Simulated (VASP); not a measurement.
# TePb (Fm-3m) in VASP: a series of runs

Aim: see how the results for TePb move with the level of theory and the settings. Levels: r2SCAN, r2SCAN+rVV10. Tasks: relaxation of cell and atoms.

Program: VASP 6.6.1. These are calculated values, not measurements. Logs are shortened: lines on timing, memory, paths and dates and some standing lists are left out, and cuts for length are marked.

## (1) Starting point

The structure is cubic, space group Fm-3m (No. 225). The conventional cell has a = 6.454 Å, b = 6.454 Å, c = 6.454 Å, α = 90.00°, β = 90.00°, γ = 90.00°. Te (site symmetry m-3m) is surrounded by 6 Pb at 3.23 Å. Pb (site symmetry m-3m) is surrounded by 6 Te at 3.23 Å.

## (2) Relaxation of cell and atoms, r2SCAN

Contents of INCAR:

```
PREC = Accurate ; ENCUT = 600
EDIFF = 1E-7 ; ISMEAR = 0
SIGMA = 0.02 ; LREAL = False
LASPH = True ; NELM = 60
ALGO = Normal ; ISIF = 3
LWAVE = False ; LCHARG = False
METAGGA = R2SCAN ; LMIXTAU = True
IBRION = 2 ; NSW = 90
EDIFFG = -0.005
```

Contents of KPOINTS:

```
regular mesh
0
Gamma
  8 8 8
```

Contents of POSCAR:

```
TePb
1.0
    0.0000000000      3.2270500000      3.2270500000
    3.2270500000      0.0000000000      3.2270500000
    3.2270500000      3.2270500000      0.0000000000
Te Pb
1 1
Direct
    0.5000000000      0.5000000000      0.5000000000
    0.0000000000      0.0000000000      0.0000000000
```

Potentials or basis: VASP PAW PBE potentials, release 64 (Te, Pb_d).

Command:

```console
> cat potpaw_PBE.64/Te/POTCAR potpaw_PBE.64/Pb_d/POTCAR > POTCAR
> mpirun -np 1 vasp_std > vasp.out
```

OUTCAR:

```text
PREC = Accurate
   ENCUT = 600
   EDIFF = 1E-7
   ISMEAR = 0
   LREAL = False
   LASPH = True
   NELM = 60
   ISIF = 3
   METAGGA = R2SCAN
   IBRION = 2
   NSW = 90
   EDIFFG = -0.005

 ion  position               nearest neighbor table
   1  0.500  0.500  0.500-   2 3.23   2 3.23   2 3.23   2 3.23   2 3.23   2 3.23
   2  0.000  0.000  0.000-   1 3.23   1 3.23   1 3.23   1 3.23   1 3.23   1 3.23

  LATTYP: Found a face centered cubic cell.
 ALAT       =     6.4541000000

  Lattice vectors:

 A1 = (   0.0000000000,   3.2270500000,   3.2270500000)
 A2 = (   3.2270500000,   0.0000000000,   3.2270500000)
 A3 = (   3.2270500000,   3.2270500000,   0.0000000000)

Analysis of symmetry for initial positions (statically):
=====================================================================
 Subroutine PRICEL returns:
 Original cell was already a primitive cell.

 Routine SETGRP: Setting up the symmetry group for a
 face centered cubic supercell.

 Subroutine GETGRP returns: Found 48 space group operations
 (whereof 48 operations were pure point group operations)
 out of a pool of 48 trial point group operations.

The static configuration has the point symmetry O_h .

Analysis of symmetry for dynamics (positions and initial velocities):
=====================================================================
 Subroutine PRICEL returns:
 Original cell was already a primitive cell.

 Routine SETGRP: Setting up the symmetry group for a
 face centered cubic supercell.

 Subroutine GETGRP returns: Found 48 space group operations
 (whereof 48 operations were pure point group operations)
 out of a pool of 48 trial point group operations.

The dynamic configuration has the point symmetry O_h .

 Subroutine INISYM returns: Found 48 space group operations
 (whereof 48 operations are pure point group operations),
 and found     1 'primitive' translations

----------------------------------------------------------------------------------------

                                     Primitive cell

  volume of cell :      67.2120

  direct lattice vectors                    reciprocal lattice vectors
     0.000000000  3.227050000  3.227050000    -0.154940271  0.154940271  0.154940271
     3.227050000  0.000000000  3.227050000     0.154940271 -0.154940271  0.154940271
     3.227050000  3.227050000  0.000000000     0.154940271  0.154940271 -0.154940271

  length of vectors
[... 104 lines left out ...]
  Fermi-wavevector in a.u.,A,eV,Ry     =   1.092955  2.065386 16.252862  1.194552
  Thomas-Fermi vector in A             =   2.229231
   LORBIT       =      0    0 simple, 1 ext, 2 COOP (PROOUT), +10 PAW based schemes
   METAGGA = R2SCAN    functional components
   LHFCALC =     F    Hartree Fock is set to
   AEXX    =    0.0000 exact exchange contribution
   IVDW    =     0    specifies the selected vdW correction
   LEPSILON=     F    determine dielectric tensor
   LRPA    =     F    only Hartree local field effects (RPA)
 conjugate gradient relaxation of ions
 non-spin polarized calculation
 Gauss-broadening in eV      SIGMA  =   0.02
  energy-cutoff  :      600.00
  volume of cell :       67.21
 maximum number of plane-waves:      2272
   NGX = 19   NGY = 19   NGZ = 19

--------------------------------------- Ionic step        1  -------------------------------------------

 number of electron      20.0000002 magnetization

 Free energy of the ion-electron system (eV)
  ---------------------------------------------------
  ext. energy  EPLUGINS =         0.00000000
  ---------------------------------------------------
  free energy    TOTEN  =       -82.69294781 eV

  energy without entropy =      -82.69294781  energy(sigma->0) =      -82.69294781

------------------------ aborting loop because EDIFF is reached ----------------------------------------

  FORCE on cell =-STRESS in cart. coord.  units (eV):
  Direction    XX          YY          ZZ          XY          YZ          ZX
  --------------------------------------------------------------------------------------
  -------------------------------------------------------------------------------------
  Total        0.7292009      0.7292009      0.7292009     -0.0000000     -0.0000000      0.0000000
  in kB       17.3824380     17.3824380     17.3824380     -0.0000000     -0.0000000      0.0000000
  external PRESSURE =      17.3824380 kB  Pullay stress =       0.0000000 kB
[... 59 lines left out ...]
--------------------------------------- Ionic step        3  -------------------------------------------

 number of electron      20.0000002 magnetization

 Free energy of the ion-electron system (eV)
  ---------------------------------------------------
  ext. energy  EPLUGINS =         0.00000000
  ---------------------------------------------------
  free energy    TOTEN  =       -82.70634812 eV

  energy without entropy =      -82.70634812  energy(sigma->0) =      -82.70634812

 E-fermi :   5.1863     XC(G=0):  -9.6536

 val. band max:        5.0699599331   @ k =   0.5000   0.0000   0.0000
 cond. band min:       6.1635280042   @ k =   0.5000   0.0000   0.0000
 fundamental gap:      1.0935680711
 Fermi energy:         5.1862926920

 k-point     1 :       0.0000    0.0000    0.0000
  band No.  band energies     occupation
      1     -12.2453      2.00000
      2     -12.2453      2.00000
      3     -12.2362      2.00000
      4     -12.2362      2.00000
      5     -12.2362      2.00000
      6      -7.1523      2.00000
      7      -0.6481      2.00000
      8       3.7166      2.00000
      9       3.7166      2.00000
     10       3.7166      2.00000
     11       9.3883      0.00000
     12       9.3883      0.00000
     13       9.3883      0.00000
     14      11.3372      0.00000
[... 377 lines left out ...]
      1     -12.2725      2.00000
      2     -12.2530      2.00000
      3     -12.2306      2.00000
      4     -12.2258      2.00000
      5     -12.2188      2.00000
      6      -5.5443      2.00000
      7      -3.3795      2.00000
      8       2.3662      2.00000
      9       2.5671      2.00000
     10       4.5970      2.00000
     11       6.6815      0.00000
     12       8.8802      0.00000
     13       9.2895      0.00000
     14      12.3491      0.00000

 [... further k-points ...]

------------------------ aborting loop because EDIFF is reached ----------------------------------------

  FORCE on cell =-STRESS in cart. coord.  units (eV):
  Direction    XX          YY          ZZ          XY          YZ          ZX
  --------------------------------------------------------------------------------------
  -------------------------------------------------------------------------------------
  Total        0.0045935      0.0045935      0.0045935      0.0000000     -0.0000000      0.0000000
  in kB        0.1054760      0.1054760      0.1054760      0.0000000     -0.0000000      0.0000000
  external PRESSURE =       0.1054760 kB  Pullay stress =       0.0000000 kB
[... 17 lines left out ...]
  FREE ENERGIE OF THE ION-ELECTRON SYSTEM (eV)
  ---------------------------------------------------
  free  energy   TOTEN  =       -82.7063481229 eV

  energy  without entropy=      -82.7063481229  energy(sigma->0) =      -82.70634812

 reached required accuracy - stopping structural energy minimisation
```

It took 2.3 min on 1 thread of Intel Xeon 6975P-C (Granite Rapids), shared host; peak memory 0.26 GiB.

What came out:

* Free energy: -82.7063 eV
* Relaxed volume: 34.89 Å³/atom
* Relaxed cell: a = 4.621 Å, b = 4.621 Å, c = 4.621 Å, α = 60.00°, β = 60.00°, γ = 60.00°
* Space group after relaxing (to 0.05 Å): Fm-3m (No. 225)
* Energy gained by relaxing: 6.7 meV/atom
* Ionic steps: 3
* Pressure after relaxing: 0.0 GPa
* Band gap on the k mesh: 1.09 eV, direct

Step by step:
| step | energy change (eV) | largest force (eV/Å) | pressure (GPa) | volume (Å³) |
| --- | --- | --- | --- | --- |
| 1 | 0.0000 | 0.0000 | 1.74 | 67.21 |
| 2 | -0.0114 | 0.0000 | -0.60 | 70.82 |
| 3 | -0.0134 | 0.0000 | 0.01 | 69.77 |

Final structure:
```yaml
crystal:
  lattice:
    - [0.00000, 3.26755, 3.26755]
    - [3.26755, 0.00000, 3.26755]
    - [3.26755, 3.26755, 0.00000]
  atoms:
    - { symbol: Te, position: [0.50000, 0.50000, 0.50000] }
    - { symbol: Pb, position: [0.00000, 0.00000, 0.00000] }
```

Caveat: the PAW data sets were made with another functional, which shifts forces and pressure a little; spin-orbit coupling is left out, which as a rule narrows the gap of such compounds by several tenths of an eV. Zero-point motion and thermal expansion aren't in these numbers.

## (3) Relaxation of cell and atoms, r2SCAN+rVV10

Changes to INCAR since step 2:

```diff
@@ -7,2 +7,4 @@
 METAGGA = R2SCAN ; LMIXTAU = True
+LUSE_VDW = True ; IVDW_NL = 2
+BPARAM = 11.95 ; CPARAM = 0.0093
 IBRION = 2 ; NSW = 90
```

KPOINTS is that of step 2.

POSCAR is that of step 2.

Potentials or basis: VASP PAW PBE potentials, release 64 (Te, Pb_d).

Command:

```console
> cat potpaw_PBE.64/Te/POTCAR potpaw_PBE.64/Pb_d/POTCAR > POTCAR
> mpirun -np 1 vasp_std > vasp.out
```

Run time: 5.3 min. Hardware: 1 thread of Intel Xeon 6975P-C (Granite Rapids), shared host; peak memory 0.43 GiB.

Results (log left out):

- Free energy: -82.1433 eV
- Relaxed volume: 34.32 Å³/atom
- Relaxed cell: a = 4.596 Å, b = 4.596 Å, c = 4.596 Å, α = 60.00°, β = 60.00°, γ = 60.00°
- Space group after relaxing (to 0.05 Å): Fm-3m (No. 225)
- Energy gained by relaxing: 2.2 meV/atom
- Ionic steps: 3
- Pressure after relaxing: 0.0 GPa
- Band gap on the k mesh: 1.03 eV, direct

The path:
```tsv
step	energy change (eV)	largest force (eV/Å)	pressure (GPa)	volume (Å³)
1	0.0000	0.0000	0.99	67.21
2	-0.0036	0.0000	-0.38	69.25
3	-0.0043	0.0000	0.00	68.64
```

Final structure:
```yaml
crystal:
  lattice:
    - [0.00000, 3.24972, 3.24972]
    - [3.24972, 0.00000, 3.24972]
    - [3.24972, 3.24972, 0.00000]
  atoms:
    - { symbol: Te, position: [0.50000, 0.50000, 0.50000] }
    - { symbol: Pb, position: [0.00000, 0.00000, 0.00000] }
```

Levels at points of the mesh, in eV from the valence-band top:
| k point | band 8 | band 9 | band 10 | band 11 | band 12 | band 13 |
| --- | --- | --- | --- | --- | --- | --- |
| (0.00, 0.00, 0.00) | -1.42 | -1.42 | -1.42 | 4.33 | 4.33 | 4.33 |
| (0.50, 0.00, 0.00) | -0.96 | -0.96 | 0.00 | 1.03 | 1.45 | 1.45 |
| (0.50, 0.50, 0.00) | -4.57 | -2.87 | -2.87 | 3.60 | 5.77 | 5.77 |

Caveat: the PAW data sets were made with another functional, which shifts forces and pressure a little; spin-orbit coupling is left out, which as a rule narrows the gap of such compounds by several tenths of an eV. Zero-point motion and thermal expansion aren't in these numbers.
